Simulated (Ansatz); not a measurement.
Here is an Ansatz 0.2.0 calculation.

Contents of input.yaml:

```yaml
crystal:
  lattice:
    - [0.0, 3.2319988239, 3.2319988239]
    - [3.2319988239, 0.0, 3.2319988239]
    - [3.2319988239, 3.2319988239, 0.0]
  atoms:
    - { symbol: Te, position: [0.25, 0.25, 0.25] }
    - { symbol: Mg, position: [0.0, 0.0, 0.0] }
kpoints:
  mp_grid: { grid: [6, 6, 6] }
scf:
  occupations: { method: fermi_dirac, width: 0.05 }
hamiltonian:
  xc: pbe
  pseudopotentials: { kind: all_electron, datasets: crystal }
output:
  forces: true
  stress: true
  eigenvalues: true
```

Potentials or basis: all-electron PAW datasets made for the crystal.

Run with:

```console
$ ansatz run input.yaml --threads 1 --pin off --max-ram 3072MiB --backend cpu --events-out ev --progress --plain --runs-dir out
```

Question: What does it give for the band gap on the k mesh?

Answer: 2.42 eV, direct.

Question: Predict the pressure.

Answer: 0.7 GPa.

Caveat: spin-orbit coupling is left out, which moves the levels of the heavy elements. A k mesh can miss the band edges.
